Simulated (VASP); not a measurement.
# BP (F-43m) in VASP: a series of runs, part 2 of 3

VASP 6.6.1. Earlier steps stand in the parts before.

### 3 Phonons, PBEsol, target pressure 1.5 GPa, at which the enthalpy is minimised

This run uses another cell than the first one, of 11.55 Å³/atom, 0.991 times its volume.

POSCAR reads:

```
BP
1.0
    0.0000000000      2.2605516541      2.2605516541
    2.2605516541      0.0000000000      2.2605516541
    2.2605516541      2.2605516541      0.0000000000
  B               P
     1     1
Direct
     0.0000000000000000    0.0000000000000000    0.0000000000000000
     0.2500000000000000    0.2500000000000000    0.2500000000000000
```

INCAR.step1 reads:

```
SYSTEM = BP
PREC = Accurate
ENCUT = 600
EDIFF = 1E-8
ISMEAR = 0
SIGMA = 0.03
LREAL = .FALSE.
LASPH = .TRUE.
NELM = 80
ALGO = Normal
ISIF = 3
LWAVE = .FALSE.
LCHARG = .FALSE.
GGA = PS
PSTRESS = 15.0
IBRION = 2
NSW = 40
EDIFFG = -0.002
```

INCAR.step2 reads:

```
SYSTEM = BP
PREC = Accurate
ENCUT = 600
EDIFF = 1E-8
ISMEAR = 0
SIGMA = 0.03
LREAL = .FALSE.
LASPH = .TRUE.
NELM = 80
ALGO = Normal
ISIF = 2
LWAVE = .FALSE.
LCHARG = .FALSE.
GGA = PS
PSTRESS = 15.0
IBRION = 6
NFREE = 2
POTIM = 0.015
NSW = 1
```

KPOINTS reads:

```
regular mesh
0
G
  10 10 10
  0 0 0
```

Potentials or basis: VASP PAW PBE potentials, release 64 (B, P).

Launch:

```bash
$ cat potpaw_PBE.64/B/POTCAR potpaw_PBE.64/P/POTCAR > POTCAR
$ cp INCAR.step1 INCAR
$ mpirun -np 1 vasp_std > vasp.out
$ cp CONTCAR POSCAR
$ cp INCAR.step2 INCAR
$ mpirun -np 1 vasp_std > vasp.out
```

OUTCAR:

```text
SYSTEM = BP
   PREC = Accurate
   ENCUT = 600
   EDIFF = 1E-8
   ISMEAR = 0
   LREAL = .FALSE.
   LASPH = .TRUE.
   NELM = 80
   ISIF = 2
   GGA = PS
   PSTRESS = 15.0
   IBRION = 6
   NFREE = 2
   POTIM = 0.015
   NSW = 1

 ion  position               nearest neighbor table
   1  0.000  0.000  0.000-   2 1.95   2 1.95   2 1.95   2 1.95
   2  0.250  0.250  0.250-   1 1.95   1 1.95   1 1.95   1 1.95

  LATTYP: Found a face centered cubic cell.
 ALAT       =     4.5079678283

  Lattice vectors:

 A1 = (   0.0000000000,   2.2539839142,   2.2539839142)
 A2 = (   2.2539839142,   0.0000000000,   2.2539839142)
 A3 = (   2.2539839142,   2.2539839142,   0.0000000000)

Analysis of symmetry for initial positions (statically):
=====================================================================
 Subroutine PRICEL returns:
 Original cell was already a primitive cell.

 Routine SETGRP: Setting up the symmetry group for a
 face centered cubic supercell.

 Subroutine GETGRP returns: Found 24 space group operations
 (whereof 24 operations were pure point group operations)
 out of a pool of 48 trial point group operations.

The static configuration has the point symmetry T_d .

Analysis of symmetry for dynamics (positions and initial velocities):
=====================================================================
 Subroutine PRICEL returns:
 Original cell was already a primitive cell.

 Routine SETGRP: Setting up the symmetry group for a
 face centered cubic supercell.

 Subroutine GETGRP returns: Found 24 space group operations
 (whereof 24 operations were pure point group operations)
 out of a pool of 48 trial point group operations.

The dynamic configuration has the point symmetry T_d .

 Subroutine INISYM returns: Found 24 space group operations
 (whereof 24 operations are pure point group operations),
 and found     1 'primitive' translations

----------------------------------------------------------------------------------------

                                     Primitive cell

  volume of cell :      22.9025

  direct lattice vectors                    reciprocal lattice vectors
     0.000000000  2.253983914  2.253983914    -0.221829445  0.221829445  0.221829445
     2.253983914  0.000000000  2.253983914     0.221829445 -0.221829445  0.221829445
     2.253983914  2.253983914  0.000000000     0.221829445  0.221829445 -0.221829445

  length of vectors
     3.187614621  3.187614621  3.187614621     0.384219869  0.384219869  0.384219869

  position of ions in fractional coordinates (direct lattice)
     0.000000000  0.000000000  0.000000000
     0.250000000  0.250000000  0.250000000

  ion indices of the primitive-cell ions
   primitive index   ion index
                 1           1
[... 104 lines left out ...]
 finite differences with symmetry
 non-spin polarized calculation
 Gauss-broadening in eV      SIGMA  =   0.03
  energy-cutoff  :      600.00
  volume of cell :       22.90
 maximum number of plane-waves:       785
 NGX is ok and might be reduce to    28
   NGX = 13   NGY = 13   NGZ = 13

--------------------------------------- Ionic step        1  -------------------------------------------

 number of electron       8.0000000 magnetization

 Free energy of the ion-electron system (eV)
  ---------------------------------------------------
  ext. energy  EPLUGINS =         0.00000000
  ---------------------------------------------------
  free energy    TOTEN  =       -13.67426220 eV

  energy without entropy =      -13.67426220  energy(sigma->0) =      -13.67426220

------------------------ aborting loop because EDIFF is reached ----------------------------------------

  FORCE on cell =-STRESS in cart. coord.  units (eV):
  Direction    XX          YY          ZZ          XY          YZ          ZX
  --------------------------------------------------------------------------------------
  -------------------------------------------------------------------------------------
  Total        0.2150164      0.2150164      0.2150164      0.0000000     -0.0000000     -0.0000000
  in kB       15.0417959     15.0417959     15.0417959      0.0000000     -0.0000000     -0.0000000
  external PRESSURE =       0.0417959 kB  Pullay stress =      15.0000000 kB
[... 139 lines left out ...]
--------------------------------------- Ionic step        5  -------------------------------------------

 number of electron       8.0000000 magnetization

 Free energy of the ion-electron system (eV)
  ---------------------------------------------------
  ext. energy  EPLUGINS =         0.00000000
  ---------------------------------------------------
  free energy    TOTEN  =       -13.67204691 eV

  energy without entropy =      -13.67204691  energy(sigma->0) =      -13.67204691

 E-fermi :   7.9005     XC(G=0): -11.1299

 val. band max:        7.7591133905   @ k =   0.0000   0.0000   0.0000
 cond. band min:       8.7454601656   @ k =   0.0000   0.4000   0.4000
 fundamental gap:      0.9863467751
 Fermi energy:         7.9004921779

 k-point     1 :       0.0000    0.0000    0.0000
  band No.  band energies     occupation
      1      -8.0347      2.00000
      2       7.5250      2.00000
      3       7.6432      2.00000
      4       7.7591      2.00000
      5      10.9516      0.00000
      6      11.0276      0.00000
      7      11.1067      0.00000
      8      15.2876      0.00000
[... 243 lines left out ...]
 k-point    24 :       0.4000    0.3000    0.0000
  band No.  band energies     occupation
      1      -5.0299      2.00000
      2       1.4067      2.00000
      3       3.5103      2.00000
      4       4.0351      2.00000
      5       9.3328      0.00000
      6      11.1341      0.00000
      7      17.2325      0.00000
      8      17.2608      0.00000

 [... further k-points ...]

------------------------ aborting loop because EDIFF is reached ----------------------------------------

  FORCE on cell =-STRESS in cart. coord.  units (eV):
  Direction    XX          YY          ZZ          XY          YZ          ZX
  --------------------------------------------------------------------------------------
  -------------------------------------------------------------------------------------
  Total        0.2151440      0.2193526      0.2193526      0.0000000      0.1257955      0.0000000
  in kB       15.0507233     15.3451451     15.3451451      0.0000000      8.8002123      0.0000000
  external PRESSURE =       0.2470045 kB  Pullay stress =      15.0000000 kB
[... 21 lines left out ...]
  energy  without entropy=      -13.6720469127  energy(sigma->0) =      -13.67204691

  enthalpy is  TOTEN    =       -13.4576279901 eV   P V=        0.2144189225

 INTERNAL STRAIN TENSORS FROM DISPLACED ATOMS
 ============================================

 INTERNAL STRAIN TENSOR FOR ION    1 for displacements in x,y,z  (eV/Angst):
          X           Y           Z          XY          YZ          ZX
  --------------------------------------------------------------------------------
  x     0.00000     0.00000     0.00000     0.00000     8.39606     0.00000
  y     0.00000     0.00000     0.00000     0.00000     0.00000     8.39606
  z     0.00000     0.00000     0.00000     8.39606     0.00000     0.00000

 INTERNAL STRAIN TENSOR FOR ION    2 for displacements in x,y,z  (eV/Angst):
          X           Y           Z          XY          YZ          ZX
  --------------------------------------------------------------------------------
  x     0.00000    -0.00000    -0.00000     0.00000    -8.38909     0.00000
  y    -0.00000     0.00000    -0.00000     0.00000     0.00000    -8.38909
  z    -0.00000    -0.00000     0.00000    -8.38909     0.00000     0.00000

 Eigenvectors and eigenvalues of the dynamical matrix
 ----------------------------------------------------

   1 f  =   24.502700 THz   153.955005 2PiTHz  817.322097 cm-1   101.334979 meV
             X         Y         Z           dx          dy          dz
      0.000000  0.000000  0.000000    -0.860969    0.000000    0.000000
      1.126992  1.126992  1.126992     0.508658    0.000000    0.000000
[... 21 lines left out ...]
   6 f/i=    0.000105 THz     0.000663 2PiTHz    0.003518 cm-1     0.000436 meV
             X         Y         Z           dx          dy          dz
      0.000000  0.000000  0.000000     0.000000   -0.508658    0.000000
      1.126992  1.126992  1.126992     0.000000   -0.860969    0.000000

 ELASTIC MODULI CONTR FROM IONIC RELAXATION (kBar)
 Direction    XX          YY          ZZ          XY          YZ          ZX
 --------------------------------------------------------------------------------
 XX          -0.0000     -0.0000     -0.0000     -0.0000      0.0000     -0.0000
 YY          -0.0000     -0.0000     -0.0000     -0.0000     -0.0000      0.0000
 ZZ          -0.0000     -0.0000     -0.0000      0.0000     -0.0000     -0.0000
 XY          -0.0000     -0.0000      0.0000   -250.2921      0.0000      0.0000
 YZ           0.0000     -0.0000     -0.0000      0.0000   -250.2921      0.0000
 ZX          -0.0000      0.0000     -0.0000      0.0000      0.0000   -250.2921
 --------------------------------------------------------------------------------
```

It took 75 s on 1 thread of AMD EPYC 9R45 (Zen 5), shared host; peak memory 0.18 GiB.

Results:

```
Relaxed volume                                          : 11.45 Å³/atom
Relaxed cell                                            : a = 3.188 Å, b = 3.188 Å, c = 3.188 Å, α = 60.00°, β = 60.00°, γ = 60.00°
Space group after relaxing (to 0.05 Å)                  : F-43m (No. 216)
Highest phonon frequency at Γ, LO-TO splitting left out : 817 cm⁻¹
```

The path:
```csv
step,energy change (eV),largest force (eV/Å),pressure (GPa),volume (Å³)
1,0.0000,0.0000,0.00,23.10
2,0.0030,0.0000,2.73,22.74
3,0.0009,0.0000,1.51,22.90
```

Final structure:
```xyz
2
Lattice="0.0000 2.2540 2.2540 2.2540 0.0000 2.2540 2.2540 2.2540 0.0000" Properties=species:S:1:pos:R:3 pbc="T T T"
B     0.0000    0.0000    0.0000
P     1.1270    1.1270    1.1270
```

Phonon frequencies in cm⁻¹ (negative: imaginary):
```csv
q point,frequencies
"(0.000, 0.000, 0.000)",0 0 0 817 817 817
```

Caveat: the PAW data sets were made with another functional, which shifts forces and pressure a little.

### 4 Dielectric tensor, PBEsol

This run uses another cell than the first one, of 11.45 Å³/atom, 0.982 times its volume.

INCAR reads:

```
SYSTEM = BP
PREC = Accurate
ENCUT = 600
EDIFF = 1E-8
ISMEAR = 0
SIGMA = 0.03
LREAL = .FALSE.
LASPH = .TRUE.
NELM = 80
ALGO = Normal
ISIF = 2
LWAVE = .FALSE.
LCHARG = .FALSE.
GGA = PS
LEPSILON = .TRUE.
```

KPOINTS reads:

```
regular mesh
0
Monkhorst
  16 16 16
  0 0 0
```

POSCAR reads:

```
BP                                      
1.0
   -0.0000000000      2.2539839142      2.2539839142
    2.2539839142      0.0000000000      2.2539839142
    2.2539839142      2.2539839142      0.0000000000
  B               P             
     1     1
Direct
     0.0000000000000000    0.0000000000000000    0.0000000000000000
     0.2500000000000000    0.2500000000000000    0.2500000000000000
```

Potentials or basis: VASP PAW PBE potentials, release 64 (B, P).

Launch:

```bash
$ cat potpaw_PBE.64/B/POTCAR potpaw_PBE.64/P/POTCAR > POTCAR
$ mpirun -np 1 vasp_std > vasp.out
```

OUTCAR:

```text
SYSTEM = BP
   PREC = Accurate
   ENCUT = 600
   EDIFF = 1E-8
   ISMEAR = 0
   LREAL = .FALSE.
   LASPH = .TRUE.
   NELM = 80
   ISIF = 2
   GGA = PS
   LEPSILON = .TRUE.

 ion  position               nearest neighbor table
   1  0.000  0.000  0.000-   2 1.95   2 1.95   2 1.95   2 1.95
   2  0.250  0.250  0.250-   1 1.95   1 1.95   1 1.95   1 1.95

  LATTYP: Found a face centered cubic cell.
 ALAT       =     4.5079678284

  Lattice vectors:

 A1 = (   0.0000000000,   2.2539839142,   2.2539839142)
 A2 = (   2.2539839142,   0.0000000000,   2.2539839142)
 A3 = (   2.2539839142,   2.2539839142,   0.0000000000)

Analysis of symmetry for initial positions (statically):
=====================================================================
 Subroutine PRICEL returns:
 Original cell was already a primitive cell.

 Routine SETGRP: Setting up the symmetry group for a
 face centered cubic supercell.

 Subroutine GETGRP returns: Found 24 space group operations
 (whereof 24 operations were pure point group operations)
 out of a pool of 48 trial point group operations.

The static configuration has the point symmetry T_d .

Analysis of symmetry for dynamics (positions and initial velocities):
=====================================================================
 Subroutine PRICEL returns:
 Original cell was already a primitive cell.

 Routine SETGRP: Setting up the symmetry group for a
 face centered cubic supercell.

[... 446 lines left out ...]
  free  energy   TOTEN  =       -13.6746114150 eV

  energy  without entropy=      -13.6746114150  energy(sigma->0) =      -13.67461141

 HEAD OF MICROSCOPIC STATIC DIELECTRIC TENSOR (INDEPENDENT PARTICLE, excluding Hartree and local field effects)
 ------------------------------------------------------
           9.738085     0.000000     0.000000
           0.000000     9.738085     0.000000
          -0.000000     0.000000     9.738085
 ------------------------------------------------------

 Free energy of the ion-electron system (eV)
  ---------------------------------------------------
  ---------------------------------------------------
  free energy    TOTEN  =        -0.56027442 eV

  energy without entropy =       -0.56027442

------------------------ aborting loop because EDIFF is reached ----------------------------------------

--------------------------------------- Ionic step        2  -------------------------------------------

------------------------ aborting loop because EDIFF is reached ----------------------------------------

--------------------------------------- Ionic step        3  -------------------------------------------

 Free energy of the ion-electron system (eV)
  ---------------------------------------------------
  ---------------------------------------------------
  free energy    TOTEN  =        -0.56027429 eV

  energy without entropy =       -0.56027429

------------------------ aborting loop because EDIFF is reached ----------------------------------------

 PIEZOELECTRIC TENSOR FIELD DIRECTION 3  (e Angst)
 -----------------------------------------------------------------------------
    -0.00088  0.21193  0.00000           ( -0.00000  0.07337  0.00000)
     0.21193 -0.00088  0.00000           (  0.07337 -0.00000  0.00000)
     0.00000  0.00000  0.00101           (  0.00000  0.00000 -0.00000)

 PIEZOELECTRIC TENSOR FIELD DIRECTION 3  (C/m^2)
 -----------------------------------------------------------------------------
    -0.00062  0.14826  0.00000
     0.14826 -0.00062  0.00000
     0.00000  0.00000  0.00071

 MACROSCOPIC STATIC DIELECTRIC TENSOR (including local field effects in DFT)
 ------------------------------------------------------
           9.331608    -0.000000    -0.000000
           0.000000     9.331608    -0.000000
          -0.000000     0.000000     9.331608
 ------------------------------------------------------

 PIEZOELECTRIC TENSOR (including local field effects)  for field in x, y, z        (e  Angst)
          XX          YY          ZZ          XY          YZ          ZX
  --------------------------------------------------------------------------------
  x     0.00000     0.00000     0.00000    -0.00000     0.21116    -0.00000
  y     0.00000     0.00000     0.00000     0.00000    -0.00000     0.21116
  z     0.00000     0.00000    -0.00000     0.21116     0.00000    -0.00000

 PIEZOELECTRIC TENSOR (including local field effects)  for field in x, y, z        (C/m^2)
          XX          YY          ZZ          XY          YZ          ZX
  --------------------------------------------------------------------------------
  x     0.00000     0.00000     0.00000    -0.00000     0.14772    -0.00000
  y     0.00000     0.00000     0.00000     0.00000    -0.00000     0.14772
  z     0.00000     0.00000    -0.00000     0.14772     0.00000    -0.00000

 BORN EFFECTIVE CHARGES (including local field effects) (in |e|, cummulative output)
 ---------------------------------------------------------------------------------
 ion    1
    1    -0.56983     0.00000     0.00000
    2     0.00000    -0.56983     0.00000
    3     0.00000     0.00000    -0.56983
 ion    2
    1     0.56983     0.00000     0.00000
    2     0.00000     0.56983     0.00000
    3     0.00000     0.00000     0.56983
```

stdout:

```text
POSCAR found type information on POSCAR B P
 POSCAR found :  2 types and       2 ions
 scaLAPACK will be used
 -----------------------------------------------------------------------------
|                                                                             |
|                                                                             |
|     You enforced a specific xc type in the INCAR file but a different       |
[... 46 lines left out ...]
  Direction:   1
 dielectric tensor                  component  1 :     9.332     0.198     0.000
 Linear response to external field, progress :
  Direction:   2
 dielectric tensor                  component  2 :     0.000     9.332    -0.199
 Linear response to external field, progress :
  Direction:   3
 dielectric tensor                  component  3 :     0.572    -0.001     9.332
 Born effective charges drift removed
```

Run time: 22 min. Hardware: 1 thread of AMD EPYC 9R45 (Zen 5), shared host; peak memory 1.2 GiB.

What came out:

```
Electronic dielectric tensor (diagonal) : 9.33
Born charges (mean of the diagonal)     : B -0.57; P +0.57 e
```

Levels at points of the mesh, in eV from the valence-band top:
| k point | band 1 | band 2 | band 3 | band 4 | band 5 | band 6 | band 7 | band 8 |
| --- | --- | --- | --- | --- | --- | --- | --- | --- |
| (0.03, 0.03, 0.03) | -15.62 | -0.13 | 0.00 | 0.00 | 3.47 | 3.47 | 3.50 | 7.73 |

Electronic dielectric tensor:
```
9.33 0.00 0.00
0.00 9.33 0.00
0.00 0.00 9.33
```

Born effective charge tensors (e):
atom 1, B
```
-0.57  0.00  0.00
 0.00 -0.57  0.00
 0.00  0.00 -0.57
```
atom 2, P
```
0.57 0.00 0.00
0.00 0.57 0.00
0.00 0.00 0.57
```

Caveat: the PAW data sets were made with another functional, which shifts forces and pressure a little.

[end of part 2 of 3]
